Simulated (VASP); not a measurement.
# SnTe3 (Fm-3m) in VASP: further runs

One crystal, SnTe3, is run at these levels: PBE; tasks: single point.

All numbers are computed with VASP 6.6.1; they aren't measurements. Logs are shortened: lines on timing, memory, paths and dates and some standing lists are left out, and cuts for length are marked.

## Step 1: The crystal as given

Symmetry: Fm-3m, No. 225, cubic system. The conventional cell has a = 7.722 Å, b = 7.722 Å, c = 7.722 Å, α = 90.00°, β = 90.00°, γ = 90.00°. Sn (site symmetry m-3m) has 8 Te at 3.34 Å as nearest neighbours. Te (site symmetry -43m) has 4 Sn at 3.34 Å and 4 Te at 3.34 Å as nearest neighbours. Te (site symmetry m-3m) has 8 Te at 3.34 Å as nearest neighbours.

The cell comes from a database or a generator and needn't be the stable form of this composition.

## Step 2: Single point, PBE

Input file INCAR:

```
SYSTEM = SnTe3
PREC = Accurate ; ENCUT = 520
EDIFF = 1E-7 ; ISMEAR = -1
SIGMA = 0.05 ; LREAL = .False.
LASPH = .True. ; NELM = 100
ALGO = Normal ; ISIF = 2
LWAVE = .False. ; LCHARG = .True.
GGA = PE ; LELF = .True.
LVHAR = .True. ; NBANDS = 24
```

Input file KPOINTS:

```
regular mesh
0
Gamma
  4 4 4
  0 0 0
```

Input file POSCAR:

```
SnTe3
1.0
    0.0000000000      3.8612190000      3.8612190000
    3.8612190000      0.0000000000      3.8612190000
    3.8612190000      3.8612190000      0.0000000000
Sn Te
1 3
Direct
    0.0000000000      0.0000000000      0.0000000000
    0.2500000000      0.2500000000      0.2500000000
    0.7500000000      0.7500000000      0.7500000000
    0.5000000000      0.5000000000      0.5000000000
```

Potentials or basis: VASP PAW PBE potentials, release 64 (Sn_d, Te).

Launch:

```bash
$ cat potpaw_PBE.64/Sn_d/POTCAR potpaw_PBE.64/Te/POTCAR > POTCAR
$ mpirun -np 1 vasp_std > vasp.out
```

OUTCAR:

```text
SYSTEM = SnTe3
   PREC = Accurate
   ENCUT = 520
   EDIFF = 1E-7
   ISMEAR = -1
   LREAL = .False.
   LASPH = .True.
   NELM = 100
   ISIF = 2
   GGA = PE

 ion  position               nearest neighbor table
   1  0.000  0.000  0.000-   3 3.34   3 3.34   3 3.34   2 3.34   3 3.34   2 3.34   2 3.34   2 3.34

   2  0.250  0.250  0.250-   1 3.34   1 3.34   1 3.34   1 3.34   4 3.34   4 3.34   4 3.34   4 3.34

   3  0.750  0.750  0.750-   4 3.34   4 3.34   4 3.34   1 3.34   4 3.34   1 3.34   1 3.34   1 3.34

   4  0.500  0.500  0.500-   2 3.34   2 3.34   2 3.34   2 3.34   3 3.34   3 3.34   3 3.34   3 3.34

  LATTYP: Found a face centered cubic cell.
 ALAT       =     7.7224380000

  Lattice vectors:

 A1 = (   0.0000000000,   3.8612190000,   3.8612190000)
 A2 = (   3.8612190000,   0.0000000000,   3.8612190000)
 A3 = (   3.8612190000,   3.8612190000,   0.0000000000)

Analysis of symmetry for initial positions (statically):
=====================================================================
 Subroutine PRICEL returns:
 Original cell was already a primitive cell.

 Routine SETGRP: Setting up the symmetry group for a
 face centered cubic supercell.

 Subroutine GETGRP returns: Found 48 space group operations
 (whereof 48 operations were pure point group operations)
 out of a pool of 48 trial point group operations.

The static configuration has the point symmetry O_h .

Analysis of symmetry for dynamics (positions and initial velocities):
=====================================================================
 Subroutine PRICEL returns:
 Original cell was already a primitive cell.

 Routine SETGRP: Setting up the symmetry group for a
 face centered cubic supercell.

 Subroutine GETGRP returns: Found 48 space group operations
 (whereof 48 operations were pure point group operations)
 out of a pool of 48 trial point group operations.

The dynamic configuration has the point symmetry O_h .

 Subroutine INISYM returns: Found 48 space group operations
 (whereof 48 operations are pure point group operations),
 and found     1 'primitive' translations

----------------------------------------------------------------------------------------

                                     Primitive cell

  volume of cell :     115.1339

  direct lattice vectors                    reciprocal lattice vectors
     0.000000000  3.861219000  3.861219000    -0.129492785  0.129492785  0.129492785
     3.861219000  0.000000000  3.861219000     0.129492785 -0.129492785  0.129492785
     3.861219000  3.861219000  0.000000000     0.129492785  0.129492785 -0.129492785

  length of vectors
     5.460588277  5.460588277  5.460588277     0.224288082  0.224288082  0.224288082

  position of ions in fractional coordinates (direct lattice)
     0.000000000  0.000000000  0.000000000
     0.250000000  0.250000000  0.250000000
     0.750000000  0.750000000  0.750000000
     0.500000000  0.500000000  0.500000000

  ion indices of the primitive-cell ions
   primitive index   ion index
                 1           1
                 2           2
                 3           3
                 4           4

----------------------------------------------------------------------------------------

 KPOINTS: regular mesh

Automatic generation of k-mesh.
 Grid dimensions read from file:
 generate k-points for:    4    4    4

 Generating k-lattice:

  Cartesian coordinates                     Fractional coordinates (reciprocal lattice)
    -0.032373196  0.032373196  0.032373196     0.250000000  0.000000000  0.000000000
     0.032373196 -0.032373196  0.032373196     0.000000000  0.250000000  0.000000000
     0.032373196  0.032373196 -0.032373196     0.000000000  0.000000000  0.250000000

  Length of vectors
     0.056072021  0.056072021  0.056072021

  Shift w.r.t. Gamma in fractional coordinates (k-lattice)
     0.000000000  0.000000000  0.000000000

 Subroutine IBZKPT returns following result:
 ===========================================

 Found      8 irreducible k-points:

 Following reciprocal coordinates:
            Coordinates               Weight
  0.000000  0.000000  0.000000      1.000000
  0.250000  0.000000  0.000000      8.000000
  0.500000  0.000000  0.000000      4.000000
  0.250000  0.250000  0.000000      6.000000
  0.500000  0.250000  0.000000     24.000000
 -0.250000  0.250000  0.000000     12.000000
  0.500000  0.500000  0.000000      3.000000
 -0.250000  0.500000  0.250000      6.000000
   k-points           NKPTS =      8   k-points in BZ     NKDIM =      8   number of bands    NBANDS=     24
   number of dos      NEDOS =    301   number of ions     NIONS =      4
   total plane-waves  NPLWV =  74088
   dimension x,y,z NGX =    42 NGY =   42 NGZ =   42
   dimension x,y,z NGXF=    84 NGYF=   84 NGZF=   84
   ions per type =               1   3
   NGX,Y,Z   is equivalent  to a cutoff of  12.79, 12.79, 12.79 a.u.
   NGXF,Y,Z  is equivalent  to a cutoff of  25.57, 25.57, 25.57 a.u.
 SYSTEM =  SnTe3
   PREC   = accura    normal or accurate (medium, high low for compatibility)
   ISTART =      0    job   : 0-new  1-cont  2-samecut
   ICHARG =      2    charge: 1-file 2-atom 10-const
   ISPIN  =      1    spin polarized calculation?
   LNONCOLLINEAR =      F non collinear calculations
   LSORBIT =      F    spin-orbit coupling
   LASPH  =      T    aspherical Exc in radial PAW
   ENCUT  =  520.0 eV  38.22 Ry    6.18 a.u.  10.15 10.15 10.15*2*pi/ulx,y,z
   NELM   =    100;   NELMIN=  2; NELMDL= -5     # of ELM steps
   EDIFF  = 0.1E-06   stopping-criterion for ELM
   LREAL  =      F    real-space projection
   EDIFFG = 0.1E-05   stopping-criterion for IOM
   NSW    =      0    number of steps for IOM
   IBRION =     -1    ionic relax: 0-MD 1-quasi-New 2-CG
   NFREE  =      0    steps in history (QN), initial steepest desc. (CG)
   ISIF   =      2    stress and relaxation
   ISYM   =      2    0-nonsym 1-usesym 2-fastsym
   POTIM  = 0.5000    time-step for ionic-motion
   TEBEG  =    0.0;   TEEND  =   0.0 temperature during run
   PSTRESS=    0.0 pullay stress
   NELECT =      32.0000    total number of electrons
   NUPDOWN=      -1.0000    fix difference up-down
   EMIN   =  10.00;   EMAX   =-10.00  energy-range for DOS
   EFERMI =   0.00;   METHOD = LEGACY
   ISMEAR =    -1;   SIGMA  =   0.05  broadening in eV -4-tet -1-fermi 0-gaus
   EFERMI_NEDOS =   21; number of points for ismear=-14 and -15
   IALGO  =     38    algorithm
   IMIX   =      4    mixing-type and parameters
     AMIX     =   0.40;   BMIX     =  1.00
     AMIX_MAG =   1.60;   BMIX_MAG =  1.00
  volume/ion in A,a.u.               =      28.78       194.24
  Fermi-wavevector in a.u.,A,eV,Ry     =   1.068375  2.018936 15.530032  1.141425
  Thomas-Fermi vector in A             =   2.204021
   LORBIT       =      0    0 simple, 1 ext, 2 COOP (PROOUT), +10 PAW based schemes
   GGA     = PE    functional components
   LHFCALC =     F    Hartree Fock is set to
   AEXX    =    0.0000 exact exchange contribution
   IVDW    =     0    specifies the selected vdW correction
   LEPSILON=     F    determine dielectric tensor
   LRPA    =     F    only Hartree local field effects (RPA)
 non-spin polarized calculation
  energy-cutoff  :      520.00
  volume of cell :      115.13
 maximum number of plane-waves:      3138
 NGX is ok and might be reduce to    42
   NGX = 21   NGY = 21   NGZ = 21

 number of electron      31.9999997 magnetization

 Free energy of the ion-electron system (eV)
  ---------------------------------------------------
  ext. energy  EPLUGINS =         0.00000000
  ---------------------------------------------------
  free energy    TOTEN  =       -12.64603506 eV

  energy without entropy =      -12.60224666  energy(sigma->0) =      -12.62414086

 E-fermi :   7.7661     XC(G=0): -10.0329

 val. band max:        7.7583931334   @ k =   0.2500   0.2500   0.0000
 cond. band min:       7.7677943439   @ k =   0.5000   0.5000   0.0000
 fundamental gap:      0.0094012106
 Fermi energy:         7.7661097720

 k-point     1 :       0.0000    0.0000    0.0000
  band No.  band energies     occupation
      1     -13.9094      2.00000
      2     -13.9094      2.00000
      3     -13.9094      2.00000
      4     -13.9054      2.00000
      5     -13.9054      2.00000
      6      -5.7468      2.00000
[... 16 lines left out ...]
     23      11.8035      0.00000
     24      17.8901      0.00000

 k-point     2 :       0.2500    0.0000    0.0000
  band No.  band energies     occupation
      1     -13.9099      2.00000
      2     -13.9090      2.00000
      3     -13.9090      2.00000
      4     -13.9054      2.00000
      5     -13.9054      2.00000
      6      -5.3636      2.00000
[... 16 lines left out ...]
     23      12.3248      0.00000
     24      16.6088      0.00000

 k-point     3 :       0.5000    0.0000    0.0000
  band No.  band energies     occupation
      1     -13.9104      2.00000
      2     -13.9087      2.00000
      3     -13.9087      2.00000
      4     -13.9054      2.00000
      5     -13.9054      2.00000
      6      -4.5974      2.00000
[... 16 lines left out ...]
     23      15.4023      0.00000
     24      15.4070      0.00000

 k-point     4 :       0.2500    0.2500    0.0000
  band No.  band energies     occupation
      1     -13.9105      2.00000
      2     -13.9086      2.00000
      3     -13.9086      2.00000
      4     -13.9058      2.00000
      5     -13.9052      2.00000
      6      -5.2336      2.00000
[... 16 lines left out ...]
     23      13.8840      0.00000
     24      15.8666      0.00000

 k-point     5 :       0.5000    0.2500    0.0000
  band No.  band energies     occupation
      1     -13.9105      2.00000
      2     -13.9087      2.00000
      3     -13.9082      2.00000
      4     -13.9059      2.00000
      5     -13.9052      2.00000
      6      -4.4599      2.00000
[... 16 lines left out ...]
     23      14.3024      0.00000
     24      15.1201      0.00000

 k-point     6 :      -0.2500    0.2500    0.0000
  band No.  band energies     occupation
      1     -13.9098      2.00000
      2     -13.9092      2.00000
      3     -13.9085      2.00000
      4     -13.9055      2.00000
      5     -13.9055      2.00000
      6      -4.7740      2.00000
[... 16 lines left out ...]
     23      14.8848      0.00000
     24      15.0702      0.00000

 k-point     7 :       0.5000    0.5000    0.0000
  band No.  band energies     occupation
      1     -13.9117      2.00000
      2     -13.9078      2.00000
      3     -13.9078      2.00000
      4     -13.9063      2.00000
      5     -13.9050      2.00000
      6      -3.8833      2.00000
[... 16 lines left out ...]
     23      13.2300      0.00000
     24      13.3227      0.00000

 k-point     8 :      -0.2500    0.5000    0.2500
  band No.  band energies     occupation
      1     -13.9097      2.00000
      2     -13.9097      2.00000
      3     -13.9078      2.00000
      4     -13.9060      2.00000
      5     -13.9053      2.00000
      6      -3.8522      2.00000
[... 16 lines left out ...]
     23      14.4617      0.00000
     24      14.7853      0.00000

------------------------ aborting loop because EDIFF is reached ----------------------------------------

  FORCE on cell =-STRESS in cart. coord.  units (eV):
  Direction    XX          YY          ZZ          XY          YZ          ZX
  --------------------------------------------------------------------------------------
  -------------------------------------------------------------------------------------
  Total        0.2405527      0.2405527      0.2405527      0.0000000      0.0000000      0.0000000
  in kB        3.3474766      3.3474766      3.3474766      0.0000000      0.0000000      0.0000000
  external PRESSURE =       3.3474766 kB  Pullay stress =       0.0000000 kB

 VOLUME and BASIS-vectors are now :
 -----------------------------------------------------------------------------
  energy-cutoff  :      520.00
  volume of cell :      115.13
      direct lattice vectors                 reciprocal lattice vectors
     0.000000000  3.861219000  3.861219000    -0.129492785  0.129492785  0.129492785
     3.861219000  0.000000000  3.861219000     0.129492785 -0.129492785  0.129492785
     3.861219000  3.861219000  0.000000000     0.129492785  0.129492785 -0.129492785

 POSITION                                       TOTAL-FORCE (eV/Angst)
 -----------------------------------------------------------------------------------
      0.00000      0.00000      0.00000         0.000000      0.000000      0.000000
      1.93061      1.93061      1.93061        -0.000000     -0.000000     -0.000000
      5.79183      5.79183      5.79183         0.000000      0.000000      0.000000
      3.86122      3.86122      3.86122         0.000000      0.000000      0.000000
 -----------------------------------------------------------------------------------
    total drift:                               -0.000000      0.000000      0.000000

  FREE ENERGIE OF THE ION-ELECTRON SYSTEM (eV)
  ---------------------------------------------------
  free  energy   TOTEN  =       -12.6460350635 eV

  energy  without entropy=      -12.6022466619  energy(sigma->0) =      -12.62414086
```

It took 32 s on 1 thread of Intel Xeon Platinum 8259CL at 2.50GHz (Skylake/Cascade Lake), shared host; peak memory 0.25 GiB.

What came out:

```yaml
Free_energy: -12.6460 eV
Pressure: 0.3 GPa
Band_gap_on_the_k_mesh: none (metal or under the smearing width)
```

Levels at points of the mesh, in eV from the Fermi level:
| k point | band 14 | band 15 | band 16 | band 17 | band 18 | band 19 |
| --- | --- | --- | --- | --- | --- | --- |
| (0.00, 0.00, 0.00) | -3.34 | -3.34 | -1.88 | -1.88 | -1.88 | 3.04 |
| (0.50, 0.00, 0.00) | -2.08 | -1.97 | 0.34 | 0.34 | 1.23 | 1.77 |
| (0.50, 0.50, 0.00) | -0.62 | -0.62 | 0.00 | 0.12 | 0.12 | 2.06 |

Spin-orbit coupling is left out, which matters for the levels of Te.

## Step 3: Single point, PBE

Input file INCAR:

```
PREC     = Accurate       # precision mode
ENCUT    = 520            # plane-wave cutoff, eV
EDIFF    = 1E-6           # SCF threshold, eV
ISMEAR   = -1             # smearing method
SIGMA    = 0.05           # smearing width, eV
LREAL    = False          # projectors in reciprocal space
LASPH    = True           # aspherical terms in the spheres
NELM     = 100            # most SCF steps
ALGO     = Normal         # electronic algorithm
ISIF     = 2              # what is computed and relaxed
LWAVE    = False          # write WAVECAR
LCHARG   = False          # write CHGCAR
GGA      = PE             # functional
NBANDS   = 24             # bands
```

Input file KPOINTS:

```
regular mesh
0
Gamma
  4 4 4
```

POSCAR is that of step 2.

Potentials or basis: VASP PAW PBE potentials, release 64 (Sn_d, Te).

Launch:

```bash
$ cat potpaw_PBE.64/Sn_d/POTCAR potpaw_PBE.64/Te/POTCAR > POTCAR
$ mpirun -np 1 vasp_std > vasp.out
```

OUTCAR:

```text
PREC = Accurate
   ENCUT = 520
   EDIFF = 1E-6
   ISMEAR = -1
   LREAL = False
   LASPH = True
   NELM = 100
   ISIF = 2
   GGA = PE

 ion  position               nearest neighbor table
   1  0.000  0.000  0.000-   3 3.34   3 3.34   3 3.34   2 3.34   3 3.34   2 3.34   2 3.34   2 3.34

   2  0.250  0.250  0.250-   1 3.34   1 3.34   1 3.34   1 3.34   4 3.34   4 3.34   4 3.34   4 3.34

   3  0.750  0.750  0.750-   4 3.34   4 3.34   4 3.34   1 3.34   4 3.34   1 3.34   1 3.34   1 3.34

   4  0.500  0.500  0.500-   2 3.34   2 3.34   2 3.34   2 3.34   3 3.34   3 3.34   3 3.34   3 3.34

  LATTYP: Found a face centered cubic cell.
 ALAT       =     7.7224380000

  Lattice vectors:

 A1 = (   0.0000000000,   3.8612190000,   3.8612190000)
 A2 = (   3.8612190000,   0.0000000000,   3.8612190000)
 A3 = (   3.8612190000,   3.8612190000,   0.0000000000)

Analysis of symmetry for initial positions (statically):
=====================================================================
 Subroutine PRICEL returns:
[... 155 lines left out ...]
  free energy    TOTEN  =       -12.64603509 eV

  energy without entropy =      -12.60224984  energy(sigma->0) =      -12.62414246

 E-fermi :   7.7662     XC(G=0): -10.0329

 val. band max:        7.7584303978   @ k =   0.2500   0.2500   0.0000
 cond. band min:       7.7678218727   @ k =   0.5000   0.5000   0.0000
 fundamental gap:      0.0093914749
 Fermi energy:         7.7661596957

 k-point     1 :       0.0000    0.0000    0.0000
  band No.  band energies     occupation
      1     -13.9095      2.00000
      2     -13.9095      2.00000
      3     -13.9095      2.00000
      4     -13.9056      2.00000
      5     -13.9056      2.00000
      6      -5.7468      2.00000
[... 205 lines left out ...]
     23      14.4617      0.00000
     24      14.7853      0.00000

------------------------ aborting loop because EDIFF is reached ----------------------------------------

  FORCE on cell =-STRESS in cart. coord.  units (eV):
  Direction    XX          YY          ZZ          XY          YZ          ZX
  --------------------------------------------------------------------------------------
  -------------------------------------------------------------------------------------
  Total        0.2381692      0.2381692      0.2381692     -0.0000000     -0.0000000      0.0000000
  in kB        3.3143087      3.3143087      3.3143087     -0.0000000     -0.0000000      0.0000000
  external PRESSURE =       3.3143087 kB  Pullay stress =       0.0000000 kB

 VOLUME and BASIS-vectors are now :
 -----------------------------------------------------------------------------
  energy-cutoff  :      520.00
  volume of cell :      115.13
      direct lattice vectors                 reciprocal lattice vectors
     0.000000000  3.861219000  3.861219000    -0.129492785  0.129492785  0.129492785
     3.861219000  0.000000000  3.861219000     0.129492785 -0.129492785  0.129492785
     3.861219000  3.861219000  0.000000000     0.129492785  0.129492785 -0.129492785

 POSITION                                       TOTAL-FORCE (eV/Angst)
 -----------------------------------------------------------------------------------
      0.00000      0.00000      0.00000         0.000000     -0.000000      0.000000
      1.93061      1.93061      1.93061         0.000000      0.000000      0.000000
      5.79183      5.79183      5.79183        -0.000000     -0.000000     -0.000000
      3.86122      3.86122      3.86122         0.000000     -0.000000      0.000000
 -----------------------------------------------------------------------------------
    total drift:                               -0.000000      0.000000      0.000000

  FREE ENERGIE OF THE ION-ELECTRON SYSTEM (eV)
  ---------------------------------------------------
  free  energy   TOTEN  =       -12.6460350850 eV

  energy  without entropy=      -12.6022498430  energy(sigma->0) =      -12.62414246
```

It took 28 s on 1 thread of Intel Xeon Platinum 8259CL at 2.50GHz (Skylake/Cascade Lake), shared host; peak memory 0.25 GiB.

What came out:

```
Free energy            : -12.6460 eV
Pressure               : 0.3 GPa
Band gap on the k mesh : none (metal or under the smearing width)
```

Levels at points of the mesh, in eV from the Fermi level:
| k point | band 13 | band 14 | band 15 | band 16 | band 17 | band 18 | band 19 | band 20 |
| --- | --- | --- | --- | --- | --- | --- | --- | --- |
| (0.00, 0.00, 0.00) | -3.34 | -3.34 | -3.34 | -1.88 | -1.88 | -1.88 | 3.04 | 3.04 |
| (0.50, 0.00, 0.00) | -3.46 | -2.08 | -1.97 | 0.34 | 0.34 | 1.23 | 1.77 | 1.77 |
| (0.50, 0.50, 0.00) | -0.99 | -0.62 | -0.62 | 0.00 | 0.12 | 0.12 | 2.06 | 3.25 |

The run has no spin-orbit coupling, so splittings on Te are missing.
